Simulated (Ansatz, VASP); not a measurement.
## One calculation of F, two programs

```
CELL_PARAMETERS angstrom
0.00000 1.33875 1.33875
1.33875 0.00000 1.33875
1.33875 1.33875 0.00000
ATOMIC_POSITIONS crystal
F 0.00000 0.00000 0.00000
```

Change from the starting cell: volume scaled by 0.52, PAW files.

Alike in both runs: task single point; functional PBEsol; k mesh 19 × 19 × 19; occupations fermi-dirac, width 0.08 eV; no spin polarisation.

```csv
,VASP,Ansatz
version,VASP 6.6.1,Ansatz 0.2.0
potentials or method,"VASP PAW PBE potentials, release 64 (F)","PAW with Ansatz's default frozen-core files, scalar-relativistic"
plane-wave cutoff (eV),520,420
valence electrons in the cell,7,7
```

```tsv
	VASP	Ansatz	Ansatz less VASP
pressure (GPa)	244.4	244.2	-0.22
```

With one functional, cell and mesh, what is left measures potentials, basis and numerics.

Caveats: the cell as given lies far from equilibrium; so large a pressure means that the cell lies far from this level's equilibrium, or that cutoff or potentials fall short (VASP); the potentials were made for another functional, which shifts forces and pressure (VASP); an odd number of electrons without spin polarisation forces a metal; a magnetic or distorted state may lie lower.
